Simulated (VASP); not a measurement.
Something may be wrong with this VASP 6.6.1 calculation of CoSi2.

The input POSCAR:

```
CoSi2
1.0
    0.0000000000      2.6780000000      2.6780000000
    2.6780000000      0.0000000000      2.6780000000
    5.3560000000      5.3560000000      0.0000000000
Co Si
2 4
Cartesian
    2.5169156220      0.2066050220      2.7028839760
    5.1949156220      2.8846050220      2.7028839760
    4.0158190020      3.9909269920      4.0192361300
    6.6938190020      6.6689269920      4.0192361300
    1.3015642380      1.4349313160      1.3470955940
    3.9795642380      4.1129313160      1.3470955940
```

INCAR.step1

```
PREC     = Accurate       # precision mode
ENCUT    = 520            # plane-wave cutoff, eV
EDIFF    = 1E-6           # SCF threshold, eV
ISMEAR   = 0              # smearing method
SIGMA    = 0.05           # smearing width, eV
LREAL    = F              # projectors in reciprocal space
LASPH    = T              # aspherical terms in the spheres
NELM     = 55             # most SCF steps
ALGO     = Fast           # electronic algorithm
ISIF     = 2              # what is computed and relaxed
LWAVE    = F              # write WAVECAR
LCHARG   = T              # write CHGCAR
ISPIN    = 2              # spin polarisation
MAGMOM   = 2 -2 0 0 0 0   # initial moments
LMAXMIX  = 4              # l up to which the mixer works
LDAU     = T              # DFT+U
LDAUTYPE = 2            
LDAUL    = 2 -1           # shell
LDAUU    = 1 0            # U, eV
LDAUJ    = 0 0          
LDAUPRINT= 1            
GGA      = PE             # functional
IVDW     = 1              # dispersion correction
```

INCAR.step2

```
PREC     = Accurate       # precision mode
ENCUT    = 520            # plane-wave cutoff, eV
EDIFF    = 1E-6           # SCF threshold, eV
ISMEAR   = 0              # smearing method
SIGMA    = 0.05           # smearing width, eV
LREAL    = F              # projectors in reciprocal space
LASPH    = T              # aspherical terms in the spheres
NELM     = 55             # most SCF steps
ALGO     = Fast           # electronic algorithm
ISIF     = 2              # what is computed and relaxed
LWAVE    = F              # write WAVECAR
LCHARG   = F              # write CHGCAR
ISPIN    = 2              # spin polarisation
MAGMOM   = 2 -2 0 0 0 0   # initial moments
LORBIT   = 11             # projections on sites
LMAXMIX  = 4              # l up to which the mixer works
LDAU     = T              # DFT+U
LDAUTYPE = 2            
LDAUL    = 2 -1           # shell
LDAUU    = 1 0            # U, eV
LDAUJ    = 0 0          
LDAUPRINT= 1            
GGA      = PE             # functional
IVDW     = 1              # dispersion correction
NEDOS    = 1001           # points of the DOS
ICHARG   = 11             # starting density
```

File KPOINTS:

```
Automatic mesh
0
Gamma
  1 1 1
```

Potentials or basis: VASP PAW PBE potentials, release 64 (Co, Si).

Command:

```bash
$ cat potpaw_PBE.64/Co/POTCAR potpaw_PBE.64/Si/POTCAR > POTCAR
$ cp INCAR.step1 INCAR
$ mpirun -np 1 vasp_std > vasp.out
$ cp INCAR.step2 INCAR
$ mpirun -np 1 vasp_std > vasp.out
```

OUTCAR:

```text
PREC = Accurate
   ENCUT = 520
   EDIFF = 1E-6
   ISMEAR = 0
   LREAL = F
   LASPH = T
   NELM = 55
   ISIF = 2
   ISPIN = 2
   LORBIT = 11
   GGA = PE
   IVDW = 1
   ICHARG = 11
  IVDW =   1

 ion  position               nearest neighbor table
   1  0.073  0.936  0.002-   4 2.08   5 2.20   3 2.31   6 2.31   5 2.32   4 2.39   5 2.47   4 2.54

   2  0.073  0.936  0.502-   3 2.08   6 2.20   4 2.31   5 2.31   6 2.32   3 2.39   6 2.47   3 2.54

   3  0.746  0.755  0.372-   2 2.08   1 2.31   2 2.39   2 2.54   5 2.56   6 2.64   6 2.68   5 2.69
[... 328 lines left out ...]
      2.51692      0.20661      2.70288        -0.456181     -0.640723     -1.695395
      5.19492      2.88461      2.70288        -0.456181     -0.640723     -1.695395
      4.01582      3.99093      4.01924        -1.118635      0.407289      3.833886
      6.69382      6.66893      4.01924        -1.118635      0.407289      3.833886
      1.30156      1.43493      1.34710         1.574815      0.233434     -2.138491
      3.97956      4.11293      1.34710         1.574815      0.233434     -2.138491
 -----------------------------------------------------------------------------------
    total drift:                                0.000197     -0.000038      0.000457

  FREE ENERGIE OF THE ION-ELECTRON SYSTEM (eV)
  ---------------------------------------------------
  free  energy   TOTEN  =       -18.3860156540 eV

  energy  without entropy=      -18.3860156536  energy(sigma->0) =      -18.38601565

 total charge

# of ion       s       p       d       tot
------------------------------------------
    1        0.428   0.583   7.751   8.762
    2        0.428   0.583   7.751   8.762
    3        0.859   0.898   0.000   1.757
    4        0.859   0.898   0.000   1.757
    5        0.875   0.868   0.000   1.743
    6        0.875   0.868   0.000   1.743
--------------------------------------------------
tot          4.324   4.700  15.502  24.525

 magnetization (x)

# of ion       s       p       d       tot
------------------------------------------
    1       -0.001   0.005   0.106   0.110
    2        0.001  -0.005  -0.106  -0.110
    3        0.004  -0.095   0.000  -0.091
    4       -0.004   0.095   0.000   0.091
    5       -0.024   0.001   0.000  -0.022
    6        0.024  -0.001   0.000   0.022
--------------------------------------------------
tot          0.000   0.000   0.000   0.000
```

On the terminal:

```text
POSCAR found type information on POSCAR CoSi
 POSCAR found :  2 types and       6 ions
 scaLAPACK will be used
 LDA part: xc-table for (Slater+PW92), standard interpolation
 WARNING: stress and forces are not correct
 POSCAR, INCAR and KPOINTS ok, starting setup
 FFT: planning ... GRIDC
 FFT: planning ... GRID_SOFT
 FFT: planning ... GRID
 WAVECAR not read
 charge density read from file: CHGCAR, unknown
magnetization read from file: component  1
 WARNING: random wavefunctions but no delay for mixing, default for NELMDL
 entering main loop
```

Diagnose the run.

The run converged. The input holds a flaw that was put in on purpose: one k point for a small cell (k = 1 × 1 × 1). The program doesn't stop on it, so the numbers can't be trusted though the run ends normally.
